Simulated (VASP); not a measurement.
## VASP 6.6.1 run: TePb

INCAR

```
SIGMA = 0.2
EDIFF = 1E-7
LCHARG = .FALSE.
ENCUT = 520
PREC = Accurate
IBRION = -1
LWAVE = .FALSE.
NSW = 0
NBANDS = 17
ISIF = 2
NELM = 120
ISMEAR = -5
GGA = PE
LREAL = .FALSE.
LASPH = .TRUE.
```

KPOINTS

```
KPOINTS created by Atomic Simulation Environment
0
Gamma
8 8 8
0 0 0
```

POSCAR

```
Pb Te
 1.0000000000000000
     0.0000000000000000    3.2678373029999999    3.1044454378999999
     3.2678373029999999    0.0000000000000000    3.1044454378999999
     3.2678373029999999    3.2678373029999999    0.0000000000000000
 Pb  Te
   1   1
Cartesian
  0.0000000000000000  0.0000000000000000  0.0000000000000000
  3.2678373029999994  3.2678373029999994  3.1044454378999999
```

The recommended PBE PAW datasets give the neutral cell 20 valence electrons.

Command

```
mpirun -np 1 vasp_std
```

Q: How does this run end, and what does it give?

A: It converged. Results: gap between bands v and c on the k mesh 0.56 eV; least direct gap on the k mesh 0.56 eV; pressure 3.4 GPa. Band v is the last that the valence electrons fill when counted band by band, and c is the next.

OSZICAR

```
N       E                     dE             d eps       ncg     rms          rms(c)
DAV:   1     0.153361471134E+03    0.15336E+03   -0.92017E+03  2006   0.114E+03
DAV:   2     0.321020358430E+01   -0.15015E+03   -0.14572E+03  2120   0.299E+02
DAV:   3    -0.726188949660E+01   -0.10472E+02   -0.10411E+02  2647   0.853E+01
DAV:   4    -0.753813068859E+01   -0.27624E+00   -0.27609E+00  2562   0.154E+01
DAV:   5    -0.754939323054E+01   -0.11263E-01   -0.11262E-01  2968   0.276E+00    0.358E+00
DAV:   6    -0.743387369687E+01    0.11552E+00   -0.24738E-01  2933   0.357E+00    0.219E+00
DAV:   7    -0.742996541700E+01    0.39083E-02   -0.83534E-02  2556   0.144E+00    0.941E-01
DAV:   8    -0.743164225208E+01   -0.16768E-02   -0.10029E-02  2538   0.102E+00    0.164E-01
DAV:   9    -0.743152345564E+01    0.11880E-03   -0.11540E-03  3003   0.386E-01    0.749E-02
DAV:  10    -0.743156596511E+01   -0.42509E-04   -0.14239E-04  2356   0.897E-02    0.185E-02
DAV:  11    -0.743157169404E+01   -0.57289E-05   -0.42913E-05  2748   0.578E-02    0.187E-02
DAV:  12    -0.743157112897E+01    0.56507E-06   -0.30898E-06  2242   0.955E-03    0.128E-02
DAV:  13    -0.743157020621E+01    0.92276E-06   -0.12619E-06  2562   0.824E-03    0.411E-03
DAV:  14    -0.743157037674E+01   -0.17053E-06   -0.45561E-07  2554   0.505E-03    0.166E-03
DAV:  15    -0.743157042453E+01   -0.47789E-07   -0.42442E-08  1228   0.140E-03
   1 F= -.74315704E+01 E0= -.74315704E+01  d E =0.000000E+00
```

For comparison, a separate PBE run of the intended cell, on usual settings and not on those above, gives a gap of 0.56 eV on its mesh and a pressure of 3.4 GPa.
